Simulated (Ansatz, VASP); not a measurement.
One calculation of MgI, two programs

The input INCAR:

```
SYSTEM = MgI
ALGO = Normal
EDIFF = 1E-7
EDIFFG = -0.01
ENCUT = 600
GGA = PE
IBRION = 2
ISIF = 3
ISMEAR = 0
LASPH = .TRUE.
LCHARG = .FALSE.
LREAL = .FALSE.
LWAVE = .FALSE.
NELM = 100
NSW = 100
PREC = Accurate
SIGMA = 0.1
```

KPOINTS

```
k-points
0
G
  18 18 14
  0 0 0
```

File POSCAR:

```
MgI
1.0
    4.1018599195      0.0000000031      0.0000000000
   -2.0509299624      3.5523148915      0.0000000000
    0.0000000000      0.0000000000      4.3145327697
Mg I
1 1
Direct
    0.0000000000      0.0000000000      0.0000000000
    0.3333333333      0.6666666667      0.5000000000
```

Input for Ansatz:

```yaml
crystal:
  lattice:
    - [4.1018599195, 3.1e-09, 0.0]
    - [-2.0509299624, 3.5523148915, 0.0]
    - [0.0, 0.0, 4.3145327697]
  atoms:
    - { symbol: Mg, position: [0.0, 0.0, 0.0] }
    - { symbol: I, position: [0.3333333333, 0.6666666667, 0.5] }
basis:
  ecutwfc: 420
kpoints:
  mp_grid: { grid: [18, 18, 14] }
hamiltonian:
  xc: pbe
scf:
  occupations: { method: gaussian, width: 0.1 }
output:
  forces: true
  stress: true
  eigenvalues: true
  write_density: true
  write_potential: true
  elf: true
  volumetric_format: npy
relax:
  adjacent_minimum: "off"
  f_tol: 0.01
  max_steps: 80
  cell: { stress_tol: 0.05 }
```

Change from the starting cell: species swapped into the PrNd type (P-6m2, No. 187).

Alike in both runs: task relaxation of cell and atoms; functional PBE; k mesh 18 × 18 × 14; occupations gaussian, width 0.1 eV; no spin polarisation.

|  | VASP | Ansatz |
| --- | --- | --- |
| version | VASP 6.6.1 | Ansatz 0.2.0 |
| potentials or method | VASP PAW PBE potentials, release 64 (Mg, I) | scalar-relativistic, plane waves, PAW |
| plane-wave cutoff (eV) | 600 | 420 |
| valence electrons in the cell | 9 | 27 |

```tsv
	VASP	Ansatz	Ansatz less VASP
gap on the k mesh at the Fermi level, each at its own relaxed structure (eV)	none	none	-
relaxed volume (Å³/atom)	31.32	31.42	+0.097
relaxed cell length with the largest relative difference (Å)	4.314	4.321	+0.0064
```

A gap of «none» marks a metal or a gap that the smearing closes. The two sets of potentials don't hold the same shells in valence.

Caveats: an odd number of electrons without spin polarisation forces a metal; a magnetic or distorted state may lie lower. Spin-orbit coupling is left out, which matters for the levels of I.
